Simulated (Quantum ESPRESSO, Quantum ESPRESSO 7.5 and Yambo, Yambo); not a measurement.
# Quasiparticle gap of WS2 (2H monolayer) in Yambo

Aim: the G0W0 gap of WS2 (2H monolayer) on PBE, step by step.

Method: PBE and many-body steps on it, plane waves, in Quantum ESPRESSO 7.5 and Yambo 5.3.0.

**The experiments to reproduce.**

- Gap 2.72 eV: quasiparticle gap from STS in WS2 area away from isolated Mo atoms; STS; 87 K; monolayer on graphite (“Microscopic basis for the band engineering of Mo1−xWxS2-based heterojunction”, 2015, pmc:4595798).

- Gap 2.14 eV: transport (quasiparticle) gap of monolayer from electron and hole threshold voltage difference; ionic liquid gated FET transport; 240 K; monolayer (exfoliated monolayer on SiO2/Si covered by DEME-TFSI ionic liquid) (“Mono- and Bilayer WS2 Light-Emitting Transistors”, 2014, arxiv:1403.7551).

- Gap 2.73 eV: single-particle (quasiparticle) direct gap at K; two-photon photoluminescence excitation; monolayer (mechanically exfoliated monolayer) (“Exciton Binding Energy of Monolayer WS2”, 2014, arxiv:1403.5108).

- Gap 2.01 eV: optical gap, neutral A exciton PL peak (not quasiparticle gap); photoluminescence, 532 nm excitation; 300 K; monolayer (hybrid MOCVD monolayer on c-plane sapphire, spin-coated precursor) on c-plane sapphire (“Chemically Tailored Growth of 2D Semiconductors via Hybrid Metal–Organic Chemical Vapor Deposition”, 2024, pmc:11412230).

- Gap 1.99 eV: optical (excitonic) direct gap at K from PL maximum, upper end of the range 1.94-1.99 eV across the island; photoluminescence, 488 nm; 300 K; monolayer (large triangular island from sulfurised WO3 film; position dependent) on SiO2/Si (“Extraordinary room-temperature photoluminescence in WS2 monolayers”, 2012, arxiv:1208.1325).

This is a selection; 30 further reports are not listed.

## (1) Starting point

The cell holds 3 atoms: 1 W and 2 S. Its edges and angles: a = 3.187 Å, b = 3.187 Å, c = 16.000 Å, α = 90.0°, β = 90.0°, γ = 120.0°. Vacuum lies along c.

Coordinates:

```cif
data_structure
_symmetry_space_group_name_H-M 'P 1'
_symmetry_Int_Tables_number 1
_cell_length_a 3.1871
_cell_length_b 3.1871
_cell_length_c 16.0000
_cell_angle_alpha 90.000
_cell_angle_beta 90.000
_cell_angle_gamma 120.000
_cell_volume 140.74
loop_
_atom_site_label
_atom_site_type_symbol
_atom_site_fract_x
_atom_site_fract_y
_atom_site_fract_z
_atom_site_occupancy
W1 W 0.33333 0.66667 0.50000 1
S2 S 0.66667 0.33333 0.59821 1
S3 S 0.66667 0.33333 0.40179 1
```

The structure was relaxed with PBE. The runs that relaxed it are not among those shown. Spin-orbit coupling is left out unless a step names it.

## (2) Ground state

This step: Quantum ESPRESSO 7.5; DFT, PBE, plane waves, norm-conserving pseudopotentials.

The ground-state density comes first.

The input, pw.in:

```
&control
  calculation = 'scf'
  prefix = 'x'
  outdir = 'o'
  pseudo_dir = 'pseudo'
/
&system
  ibrav = 0
  nat = 3
  ntyp = 2
  ecutwfc = 62.0
  nbnd = 18
  force_symmorphic = .true.
/
&electrons
  conv_thr = 1e-10
  electron_maxstep = 80
  mixing_beta = 0.5
/
ATOMIC_SPECIES
  W 183.84 W.upf
  S 32.06 S.upf
CELL_PARAMETERS angstrom
  3.1870569639 0.0000000000 0.0000000000
  -1.5935284820 2.7600722941 0.0000000000
  0.0000000000 0.0000000000 16.0000000000
ATOMIC_POSITIONS crystal
  W 0.3333333333 0.6666666667 0.5000000000
  S 0.6666666667 0.3333333333 0.5982117567
  S 0.6666666667 0.3333333333 0.4017882433
K_POINTS automatic
  12 12 1 0 0 0
```

The run is started by

```bash
$ OMP_NUM_THREADS=1 mpirun -n 4 pw.x -nk 4 -in pw.in > pw.out
```

What it wrote:

```text
Program PWSCF v.7.5 starts

     This program is part of the open-source Quantum ESPRESSO suite
     for quantum simulation of materials; please cite
         "P. Giannozzi et al., J. Phys.:Condens. Matter 21 395502 (2009);
         "P. Giannozzi et al., J. Phys.:Condens. Matter 29 465901 (2017);
         "P. Giannozzi et al., J. Chem. Phys. 152 154105 (2020);
     in publications or presentations arising from this work. More details at
     Message from routine setup:
     using ibrav=0 with symmetry is DISCOURAGED, use correct ibrav instead

     G-vector sticks info

     bravais-lattice index     =            0
     lattice parameter (alat)  =       6.0227  a.u.
     unit-cell volume          =     949.7884 (a.u.)^3
     number of atoms/cell      =            3
     number of atomic types    =            2
     number of electrons       =        26.00
     number of Kohn-Sham states=           18
     kinetic-energy cutoff     =      62.0000  Ry
     charge density cutoff     =     248.0000  Ry
     scf convergence threshold =      1.0E-10
     mixing beta               =       0.5000
     number of iterations used =            8  plain     mixing
     Exchange-correlation= PBE
                           (   1   4   3   4   0   0   0)

     celldm(1)=   6.022665  celldm(2)=   0.000000  celldm(3)=   0.000000
     celldm(4)=   0.000000  celldm(5)=   0.000000  celldm(6)=   0.000000

     crystal axes: (cart. coord. in units of alat)
               a(1) = (   1.000000   0.000000   0.000000 )
               a(2) = (  -0.500000   0.866025   0.000000 )
               a(3) = (   0.000000   0.000000   5.020306 )

     reciprocal axes: (cart. coord. in units 2 pi/alat)
               b(1) = (  1.000000  0.577350 -0.000000 )
               b(2) = (  0.000000  1.154701  0.000000 )
               b(3) = (  0.000000 -0.000000  0.199191 )
     Pseudo is Norm-conserving + core correction, Zval = 14.0
     Generated using ONCVPSP code by D. R. Hamann
     Using radial grid of 1396 points,  8 beta functions with:
     Pseudo is Norm-conserving + core correction, Zval =  6.0
     Generated using ONCVPSP code by D. R. Hamann
     Using radial grid of 1146 points,  6 beta functions with:
     W                14.00   183.84000     W ( 1.00)
     S                 6.00    32.06000     S ( 1.00)

     12 Sym. Ops. (no inversion) found

   Cartesian axes

     site n.     atom                  positions (alat units)
         1        W      tau(   1) = (  -0.0000000   0.5773503   2.5101528  )
         2        S      tau(   2) = (   0.5000000   0.2886751   3.0032058  )
         3        S      tau(   3) = (   0.5000000   0.2886751   2.0170998  )

     number of k points=    19
                       cart. coord. in units 2pi/alat
        k(    1) = (   0.0000000   0.0000000   0.0000000), wk =   0.0138889
        k(    2) = (   0.0000000   0.0962250   0.0000000), wk =   0.0833333
        k(    3) = (   0.0000000   0.1924501   0.0000000), wk =   0.0833333
        k(    4) = (   0.0000000   0.2886751   0.0000000), wk =   0.0833333
        k(    5) = (   0.0000000   0.3849002   0.0000000), wk =   0.0833333
        k(    6) = (   0.0000000   0.4811252   0.0000000), wk =   0.0833333
        k(    7) = (   0.0000000  -0.5773503   0.0000000), wk =   0.0416667
        k(    8) = (   0.0833333   0.1443376   0.0000000), wk =   0.0833333
        k(    9) = (   0.0833333   0.2405626   0.0000000), wk =   0.1666667
        k(   10) = (   0.0833333   0.3367877   0.0000000), wk =   0.1666667
     [... 7 further rows ...]
        k(   18) = (   0.2500000   0.5292377   0.0000000), wk =   0.1666667
        k(   19) = (   0.3333333   0.5773503   0.0000000), wk =   0.0277778

     Dense  grid:    62407 G-vectors     FFT dimensions: (  32,  32, 160)

     Initial potential from superposition of free atoms

     starting charge      25.9994, renormalised to      26.0000
     Starting wfcs are   18 randomized atomic wfcs

     per-process dynamical memory:    55.8 Mb

     Self-consistent Calculation

     iteration #  1     ecut=    62.00 Ry     beta= 0.50

     Threshold (ethr) on eigenvalues was too large:
     Diagonalizing with lowered threshold

     total energy              =    -196.01581478 Ry
     estimated scf accuracy    <       0.09596760 Ry

     iteration #  2     ecut=    62.00 Ry     beta= 0.50

     total energy              =    -196.02492325 Ry
     estimated scf accuracy    <       0.02847942 Ry

     iteration #  3     ecut=    62.00 Ry     beta= 0.50

     total energy              =    -196.03042693 Ry
     estimated scf accuracy    <       0.03226311 Ry

     iteration #  4     ecut=    62.00 Ry     beta= 0.50

     total energy              =    -196.03453281 Ry
     estimated scf accuracy    <       0.00073757 Ry

     iteration #  5     ecut=    62.00 Ry     beta= 0.50

     total energy              =    -196.03468661 Ry
     estimated scf accuracy    <       0.00037510 Ry

     iteration #  6     ecut=    62.00 Ry     beta= 0.50

     total energy              =    -196.03472203 Ry
     estimated scf accuracy    <       0.00001560 Ry

     iteration #  7     ecut=    62.00 Ry     beta= 0.50

     total energy              =    -196.03472794 Ry
     estimated scf accuracy    <       0.00000188 Ry

     iteration #  8     ecut=    62.00 Ry     beta= 0.50

     total energy              =    -196.03472777 Ry
     estimated scf accuracy    <       0.00000070 Ry

     iteration #  9     ecut=    62.00 Ry     beta= 0.50

     total energy              =    -196.03472798 Ry
     estimated scf accuracy    <       0.00000008 Ry

     iteration # 10     ecut=    62.00 Ry     beta= 0.50

     total energy              =    -196.03472797 Ry
     estimated scf accuracy    <       0.00000002 Ry

     iteration # 11     ecut=    62.00 Ry     beta= 0.50

     total energy              =    -196.03472798 Ry
     estimated scf accuracy    <          1.1E-09 Ry

     iteration # 12     ecut=    62.00 Ry     beta= 0.50

     End of self-consistent calculation

          k = 0.0000 0.0000 0.0000 (  7833 PWs)   bands (ev):

   -73.4111 -37.6407 -37.4894 -37.4894 -14.0835 -12.4620  -5.6712  -2.1907
    -2.1907  -1.4561  -0.9685  -0.9685   0.6066   3.5171   3.5171   3.6636
     3.6636   5.5745

          k = 0.0000 0.0962 0.0000 (  7843 PWs)   bands (ev):

   -73.4100 -37.6367 -37.5118 -37.4946 -13.9701 -12.4202  -5.5350  -2.4875
    -2.0799  -1.8555  -1.1467  -0.7688   0.5481   3.3890   3.4187   3.5632
     3.7284   5.8691

          k = 0.0000 0.1925 0.0000 (  7875 PWs)   bands (ev):

   -73.4070 -37.6257 -37.5723 -37.5088 -13.6474 -12.3013  -5.1677  -3.1754
    -2.4990  -1.7747  -1.5625  -0.7582   0.2851   2.9997   3.3459   3.4344
     4.2142   6.3515

          k = 0.0000 0.2887 0.0000 (  7885 PWs)   bands (ev):

     [... further k-points ...]

     highest occupied, lowest unoccupied level (ev):     0.6472    2.4580

!    total energy              =    -196.03472798 Ry
     estimated scf accuracy    <          8.9E-11 Ry

     The total energy is the sum of the following terms:
     one-electron contribution =    -783.47469015 Ry
     hartree contribution      =     392.43284385 Ry
     xc contribution           =     -45.87660871 Ry
     ewald contribution        =     240.88372703 Ry

     convergence has been achieved in  12 iterations

     XML data file, charge density, pseudopotentials, collected wavefunctions

=------------------------------------------------------------------------------=
   JOB DONE.
=------------------------------------------------------------------------------=
```

The job ended after 16 s (4 MPI ranks of Arm Neoverse V1, shared host; peak memory 0.42 GiB; 64 s of CPU time).

This step gave:

| Property | Result |
| --- | --- |
| total energy | -2667.1884 eV |
| gap | 1.811 eV |
| k of the valence top | 0.3333, 0.3333, 0 |
| k of the conduction bottom | 0.3333, 0.3333, 0 |
| least direct gap | 1.811 eV |

The gap is direct, at (0.333, 0.333, 0.000).

## (3) Bands along the symmetry lines

Levels along a band path, at the cheap level, show where the edges lie and whether the meshes to come will hold them.

The input, pw.in:

```
&control
  calculation = 'bands'
  prefix = 'x'
  outdir = 'o'
  pseudo_dir = 'pseudo'
/
&system
  ibrav = 0
  nat = 3
  ntyp = 2
  ecutwfc = 62.0
  nbnd = 19
  force_symmorphic = .true.
/
&electrons
  conv_thr = 1e-9
  electron_maxstep = 80
  diago_full_acc = .true.
  diago_thr_init = 5e-6
/
ATOMIC_SPECIES
  W 183.84 W.upf
  S 32.06 S.upf
CELL_PARAMETERS angstrom
  3.1870569639 0.0000000000 0.0000000000
  -1.5935284820 2.7600722941 0.0000000000
  0.0000000000 0.0000000000 16.0000000000
ATOMIC_POSITIONS crystal
  W 0.3333333333 0.6666666667 0.5000000000
  S 0.6666666667 0.3333333333 0.5982117567
  S 0.6666666667 0.3333333333 0.4017882433
K_POINTS crystal
  25
  0.00000000 0.00000000 0.00000000 1
  0.06250000 0.00000000 0.00000000 1
  0.12500000 0.00000000 0.00000000 1
  0.18750000 0.00000000 0.00000000 1
  0.25000000 0.00000000 0.00000000 1
  0.31250000 0.00000000 0.00000000 1
  0.37500000 0.00000000 0.00000000 1
  0.43750000 0.00000000 0.00000000 1
  0.50000000 0.00000000 0.00000000 1
  0.47916667 0.04166667 0.00000000 1
  0.45833333 0.08333333 0.00000000 1
  0.43750000 0.12500000 0.00000000 1
  0.41666666 0.16666666 0.00000000 1
  0.39583333 0.20833333 0.00000000 1
  0.37500000 0.25000000 0.00000000 1
  0.35416666 0.29166666 0.00000000 1
  0.33333333 0.33333333 0.00000000 1
  0.29166666 0.29166666 0.00000000 1
  0.25000000 0.25000000 0.00000000 1
  0.20833333 0.20833333 0.00000000 1
  0.16666666 0.16666666 0.00000000 1
  0.12500000 0.12500000 0.00000000 1
  0.08333333 0.08333333 0.00000000 1
  0.04166667 0.04166667 0.00000000 1
  0.00000000 0.00000000 0.00000000 1
```

What it wrote:

```text
[banner, memory and clock lines left out]
Program PWSCF v.7.5 starts

     Atomic positions and unit cell read from directory:
     o/x.save/

     Message from routine setup:
     using ibrav=0 with symmetry is DISCOURAGED, use correct ibrav instead

     G-vector sticks info

     bravais-lattice index     =            0
     lattice parameter (alat)  =       6.0227  a.u.
     unit-cell volume          =     949.7884 (a.u.)^3
     number of atoms/cell      =            3
     number of atomic types    =            2
     number of electrons       =        26.00
     number of Kohn-Sham states=           19
     kinetic-energy cutoff     =      62.0000  Ry
     charge density cutoff     =     248.0000  Ry
     Exchange-correlation= PBE
                           (   1   4   3   4   0   0   0)

     celldm(1)=   6.022665  celldm(2)=   0.000000  celldm(3)=   0.000000
     celldm(4)=   0.000000  celldm(5)=   0.000000  celldm(6)=   0.000000

     crystal axes: (cart. coord. in units of alat)
               a(1) = (   1.000000   0.000000   0.000000 )
               a(2) = (  -0.500000   0.866025   0.000000 )
               a(3) = (   0.000000   0.000000   5.020306 )

     reciprocal axes: (cart. coord. in units 2 pi/alat)
               b(1) = (  1.000000  0.577350 -0.000000 )
               b(2) = (  0.000000  1.154701  0.000000 )
               b(3) = (  0.000000 -0.000000  0.199191 )
     Pseudo is Norm-conserving + core correction, Zval = 14.0
     Generated using ONCVPSP code by D. R. Hamann
     Using radial grid of 1396 points,  8 beta functions with:
     Pseudo is Norm-conserving + core correction, Zval =  6.0
     Generated using ONCVPSP code by D. R. Hamann
     Using radial grid of 1146 points,  6 beta functions with:
     W                14.00   183.84000     W ( 1.00)
     S                 6.00    32.06000     S ( 1.00)

     12 Sym. Ops. (no inversion) found

   Cartesian axes

     site n.     atom                  positions (alat units)
         1        W      tau(   1) = (  -0.0000000   0.5773503   2.5101528  )
         2        S      tau(   2) = (   0.5000000   0.2886751   3.0032058  )
         3        S      tau(   3) = (   0.5000000   0.2886751   2.0170998  )

     number of k points=    25
                       cart. coord. in units 2pi/alat
        k(    1) = (   0.0000000   0.0000000   0.0000000), wk =   0.0800000
        k(    2) = (   0.0625000   0.0360844   0.0000000), wk =   0.0800000
        k(    3) = (   0.1250000   0.0721688   0.0000000), wk =   0.0800000
[...]
[... 13 further rows ...]
        k(   24) = (   0.0416667   0.0721688   0.0000000), wk =   0.0800000
        k(   25) = (   0.0000000   0.0000000   0.0000000), wk =   0.0800000

     Dense  grid:    62407 G-vectors     FFT dimensions: (  32,  32, 160)

     The potential is recalculated from file :
     o/x.save/charge-density

     Starting wfcs are   18 randomized atomic wfcs +    1 random wfcs

     Band Structure Calculation

     End of band structure calculation

          k = 0.0000 0.0000 0.0000 (  7833 PWs)   bands (ev):

   -73.4110 -37.6406 -37.4893 -37.4893 -14.0834 -12.4619  -5.6712  -2.1906
    -2.1906  -1.4560  -0.9684  -0.9684   0.6066   3.5172   3.5172   3.6636
     3.6636   5.5746   6.2006

          k = 0.0625 0.0361 0.0000 (  7843 PWs)   bands (ev):

   -73.4103 -37.6383 -37.5020 -37.4923 -14.0193 -12.4383  -5.5938  -2.3628
[...]
3.6399   5.7601   6.4064

          k = 0.1250 0.0722 0.0000 (  7871 PWs)   bands (ev):

[...]
3.9540   6.1005   6.4896

[...]
k = 0.0417 0.0722 0.0000 (  7841 PWs)   bands (ev):

[...]
3.6827   5.8100   6.2902

          k = 0.0000 0.0000 0.0000 (  7833 PWs)   bands (ev):

   -73.4110 -37.6406 -37.4893 -37.4893 -14.0834 -12.4619  -5.6712  -2.1906
    -2.1906  -1.4560  -0.9684  -0.9684   0.6066   3.5172   3.5172   3.6636
     3.6636   5.5745   6.2006

     XML data file, pseudopotentials, collected wavefunctions
```

Elapsed: 6.6 s, on 4 MPI ranks; peak memory 0.31 GiB.

This step gave:

* gap: 1.811 eV
* k of the valence top: 0.3333, 0.3333, 0
* k of the conduction bottom: 0.3333, 0.3333, 0
* least direct gap: 1.811 eV

The gap is 1.811 eV, as in the run before at this level.

The electronic bands at the labelled points (eV, zero at the top of the highest filled band):

```tsv
point	band 10	band 11	band 12	band 13	band 14	band 15	band 16	band 17
Γ	-2.10	-1.62	-1.62	-0.04	2.87	2.87	3.02	3.02
halfway	-2.67	-2.01	-1.65	-0.85	2.31	2.53	3.14	4.07
M	-3.39	-2.12	-1.28	-0.92	2.83	3.28	4.03	4.69
halfway	-3.42	-2.79	-2.14	-0.43	2.52	3.54	3.81	4.75
K	-3.88	-3.23	-2.37	0.00	1.81	3.33	4.01	5.49
halfway	-3.42	-2.27	-1.37	-0.85	2.02	2.78	2.97	4.52
Γ	-2.10	-1.62	-1.62	-0.04	2.87	2.87	3.02	3.02
```

(Continued in part 2 of 3.)

[Paths, hosts, dates, memory and timing lines, banners, echoed tables and standing remarks are left out of the program output.]

[Logs are printed without paths, hosts, clocks, repeated set-up lines and the standing remarks that a program may print on its own settings, such as how far it seeks lower states.]

[Runs of the session that timed out or met a known fault of the program may be left out.]

[Hosts, paths, dates, database ids (printed as entryN), source tags and the programs' standing remarks are cut or masked in the printed files.]
